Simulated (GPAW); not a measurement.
The system is BeTe.

```
Te Be
1.0
     0.00000    2.77000    2.77000
     2.77000    0.00000    2.77000
     2.77000    2.77000    0.00000
Te Be
1 1
Direct
  0.75000 0.75000 0.75000
  0.00000 0.00000 0.00000
```

Base run:

| Quantity | Value |
| --- | --- |
| Program | GPAW 26.7.0 |
| Functional | PBEsol |
| Potentials or basis | PAW data sets generated in the run's folder for this functional |
| Cutoff | 800 eV |
| Basis | pw |
| k mesh | 8 × 8 × 8 |
| Occupations | fermi-dirac, width 0.05 eV |
| Spin | no spin polarisation |

Its results: band gap on the k mesh 1.75 eV, indirect (least direct gap 3.58 eV); pressure 2.1 GPa.

Question: The run is repeated on the same cell with these changes: functional from PBEsol to r2SCAN; potentials or basis from PAW data sets generated in the run's folder for this functional to GPAW PAW data sets (gpaw-data 1.2.1). What comes out?

Answer: Band gap on the k mesh 2.22 eV, indirect (least direct gap 3.97 eV); pressure 4.3 GPa.

Caveats: spin-orbit coupling is left out, which moves the levels of the heavy elements; the PAW data sets were made with another functional, which shifts forces and pressure a little (some runs).
